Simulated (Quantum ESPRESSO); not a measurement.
Crystal: HfO2.

```
Hf O
1.0
     0.00000    2.55750    2.55750
     2.55750    0.00000    2.55750
     2.55750    2.55750    0.00000
Hf O
1 2
Cartesian
  0.0000 0.0000 0.0000
  3.8363 3.8363 3.8363
  1.2788 1.2788 1.2788
```

Measurements of this composition are mostly on another form, of space group No. 14.

Base run:

```yaml
Program: Quantum ESPRESSO 7.5
Functional: PBE
Potentials_or_basis: PseudoDojo 0.4.1 SR PBE standard
Cutoff: 1143 eV
Density_cutoff: 4572 eV
k_mesh: 6 × 6 × 6, shifted
Occupations: fermi-dirac, width 0.05 eV
Spin: no spin polarisation
```

Its results: pressure -4.9 GPa; electronic dielectric tensor (diagonal) 5.18.

Q: After a change of settings the same cell gave: pressure -11.2 GPa; electronic dielectric tensor (diagonal) 5.28. Which change was it?
A. functional from PBE to LDA; potentials or basis from PseudoDojo 0.4.1 SR PBE standard to PseudoDojo 0.4.1 SR LDA standard
B. functional from PBE to BLYP
C. functional from PBE to WC
D. k mesh from 6 × 6 × 6, shifted to 4 × 4 × 4, shifted

A: C.

WC binds more tightly than PBE, so the same cell stands under less pressure.

Caveats: the cell is more than 3 GPa from zero pressure, which shifts response properties; the potentials were made for another functional, which shifts forces and pressure (some runs).
